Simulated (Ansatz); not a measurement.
# Ga: reading a single point

```
Ga
1.0
     1.64395    2.84741    0.00000
    -1.64395    2.84741    0.00000
     0.00000    0.00000    5.23603
Ga
2
Cartesian
  0.0000 1.8983 1.3090
  0.0000 3.7965 3.9270
```

Level: r2SCAN, no spin polarisation; 500 eV; 9×9×5 Γ-centred mesh; methfessel-paxton occupations (width 0.0578 eV); Ansatz 0.2.0, fixed geometry.

(1) Metal or insulator?

(2) Is the cell too large or too small?

(3) Describe some of the short contacts.

Origin: a known structure type with other elements, at an estimated volume, so it need not be a known compound.

Results:

(1) It is a metal, with about 0.88 states/eV a cell as the mean within 0.25 eV of the Fermi level, mostly Ga p (74 %) and Ga s (23 %).

(2) The pressure is -8.0 GPa (compression positive), so with the atoms held at these fractions the cell would first shrink. The principal stresses -8.8, -8.8, -6.5 GPa differ, so its shape would change too.

(3) Ga–Ga at 3.23 Å: least valence density 0.12 e/Å³ and ELF 0.29 there. These are pseudo-fields; inside the PAW spheres they differ from the all-electron ones.
